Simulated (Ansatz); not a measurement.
# Run on Pd (P63/mmc) — total moment held at 0.38 μB

The calculation used DFT, PBE, all-electron PAW with datasets made for the crystal, scalar-relativistic (Ansatz).

Command: `ansatz run input.yaml --threads 1 --pin off --max-ram 3072MiB --backend cpu --events-out ev --progress --plain --runs-dir out`

```yaml
crystal:
  lattice:
    - [2.7836650458, 0.0, 0.0]
    - [-1.3918325229, 2.4107246453, 0.0]
    - [0.0, 0.0, 4.628893]
  atoms:
    - { symbol: Pd, position: [0.6666666667, 0.3333333333, 0.75], spin: 0.19 }
    - { symbol: Pd, position: [0.3333333333, 0.6666666667, 0.25], spin: 0.19 }
magnetization:
  spin_polarized: true
  initial_magnetization: 0.38
  spin_locking: { lock_magnetization: hard }
kpoints:
  mp_grid: { grid: [14, 14, 7] }
scf:
  occupations: { method: fermi_dirac, width: 0.05 }
  lower_state_search: "off"
hamiltonian:
  xc: pbe
  pseudopotentials: { kind: all_electron, datasets: crystal }
output:
  forces: true
  stress: true
  eigenvalues: false
```

The program prints:

```
settings of this run that can trade accuracy for cost: output.eigenvalues: false. Do not mix this run's numbers with those of runs without the same settings; the input reference describes each key
hamiltonian.pseudopotentials.datasets: crystal makes datasets for this crystal and solves the spheres of its atoms anew in each pass: cutoff 260.0 eV, the density's 1040.0 eV; for an error of 0.50 meV an atom under PBE, 1.0 meV for the cell; an energy difference from a run of another recipe may be off by several times the error for the cell, under r2SCAN by more, where some 0.1 meV an atom stays a …
Engine: ansatz 0.2.0
Pseudopotentials: kind: all_electron
Pseudopotential: Pd, paw, valence charge 18, recommended cutoff 260 eV (normal), crystal/all_electron/pbe/scalar/gaussian/Pd, Koelling and Harmon's equation, gaussian nucleus
Functional definition: PBE
  parameter kappa = 0.804
  parameter beta = 0.06672455060314922
  exchange = pbe_x(kappa = kappa, mu = beta*pi^2/3)
  correlation = pbe_c(beta = beta)
Crystal: 2 atoms, lattice volume = 31.063 Å³
Basis set: ecut = 260 eV, 301 PW (Γ), exchange–correlation on 30×30×50 points (8 copies of the dense FFT grid, shifted against one another)
Bands: 23, of which v1, the nominal top of the filled ones, is band 18 counted from 1 (17 counted from 0)
Symmetry: 24 space group operations
Space group: P63/mmc (ITA 194), of the structure as read, at distance tolerance 3.1e-5 Å
Magnetic group: BNS 194.263 (UNI 1493), of the structure as read, at distance tolerance 3.1e-5 Å
k-points: 96 of 1372
Non-local potential: Pd, projectors of the file, l = 0: 2, l = 1: 2, l = 2: 2
PAW form: soft (Blöchl's): semilocal exchange-correlation on the pseudo side does not see the compensation charge
PAW one-centre angular grid: Pd, 590 points (default); XC on its mesh's 1877 points in the sphere
Initial density: superposition of atomic densities (chi_scale 0.1, normalization cell)
Starting moments: Σ|m| = 0.38 μB on 2 of 2 sites
Initial wavefunctions: pseudopotential atomic-orbital guess
Functional: x = pbe(κ = 0.804, μ = 0.2195149727645171), c = pbe(β = 0.06672455060314922)
iter 1 solved again at ethr=5.88e-3 eV; its pass at ethr=1.00e-1 eV (dr2=2.12e0 eV) is discarded
SCF iter   1: F=—  HF=-274613.858829 eV  |F-HF|=—  |Δ(HF+E_count)|=         —  Δρ=4.33e-2 (↑4.06e-2 ↓4.33e-2)  dr2=2.19e0  dr2_m=6.54e-4  M=0.380 μB ∫|m|=0.384 μB  β_m=0.30  ethr=5.88e-3  ⟨swp⟩=2.9  Hψ=21545  notcnv=0
preconditioner: auto → Kerker (q_TF=auto, 2.796 Å⁻¹)  [metal: Δε(μ)=0.002 eV  Ē_g=9.947 eV  σ=0.050 eV  W_gap=0.01  n_scr=10 (ndim 8)  ℏωp=29.8 eV  f_vac=0.000  D(μ)=5.04/eV (n_scr^D=96)]
[...]
SCF iter   8: F=—  HF=-274613.310535 eV  |F-HF|=—  |Δ(HF+E_count)|=   1.24e-7  Δρ=4.99e-5 (↑3.67e-5 ↓4.99e-5)  dr2=2.50e-6  dr2_m=2.12e-8  M=0.380 μB ∫|m|=0.402 μB  β_m=0.91  ethr=2.43e-8  ⟨swp⟩=2.4  Hψ=8090  notcnv=0  defer=1
SCF iter   9: F=—  HF=-274613.310535 eV  |F-HF|=—  |Δ(HF+E_count)|=   2.83e-7  Δρ=9.74e-6 (↑8.36e-6 ↓9.74e-6)  dr2=1.05e-7  dr2_m=2.22e-10  M=0.380 μB ∫|m|=0.403 μB  β_m=0.96  ethr=6.95e-9  ⟨swp⟩=2.6  Hψ=8229  notcnv=0  defer=1
[...]
By the cutoff:   a pressure is off by up to 0.009 GPa (1.2 times the spheres' own share and the shells' term, over an atom's volume, and 0.004 GPa: a bound that held against runs at twice the plane waves)
Past the cutoffs: a stress includes -0.0000 GPa for waves and charges beyond them, in addition to the slope of what the spheres take
In the spheres:  the bands' charges fall short by 1.4e-6 e at most (sound up to 1e-3)
Fermi energy:    20.077974 (↑ 20.067082, ↓ 20.088866) eV
--- Per-component energies (eV) ---
  E_band       = -256.547201
  E_kinetic    = 350.203678
  E_local      = -2698.848867  (includes V_loc(G=0)·N_el)
  E_nonlocal   = 170.471753
  E_hartree    = 1475.419620
  E_xc         = -112.058413
  E_vxc        = -146.100348  (∫ρ·V_xc dr)
  E_paw        = -277340.278002  (= ΣΔE_a)
  E_vpaw       = -9825.412509  (= ΣTr[D̂ρ^β])
  E_ewald      = -5400.472451
  E_smearing   = -0.043791  (= −TS)
  E_closure    = 8942.295926  (closes the sum)
  Σ components = -274613.310547   (vs F -274613.310547, Δ=0.00e0)
  The terms above E_closure are by the made datasets' own strengths, without shells solved beside the bands.
--- Forces (eV/Å), atoms counted from 1 ---
  atom   1  Pd     0.00000000    -0.00000000     0.00000000
  atom   2  Pd    -0.00000000     0.00000000     0.00000000
  max |Σ_I F_I| component: 4.63e-18 eV/Å
--- Stress (GPa, compression-positive) ---
       -1.596475      -0.000000       0.000000
       -0.000000      -1.596475       0.000000
        0.000000       0.000000      -1.067376
  P = ⅓ Tr σ = -1.4201 GPa (-14.201 kbar)
settings of this run that can trade accuracy for cost: output.eigenvalues: false. Do not mix this run's numbers with those of runs without the same settings; the input reference describes each key
```

Site moments (μB): Pd1 0.19, Pd2 0.19. Cell moment 0.38 μB.

The magnetic group in the log treats spin as a scalar label, without spin–orbit coupling.

The Ansatz runs typed with the search for lower states off end where their start leads. These are results for the start and cell typed. The real compound can order otherwise, in a larger cell, or not at all, since semilocal functionals at zero temperature often overstate magnetism.

It took 15 s on 1 thread of Arm Neoverse V2, with other jobs on the host, peak memory 0.62 GiB.
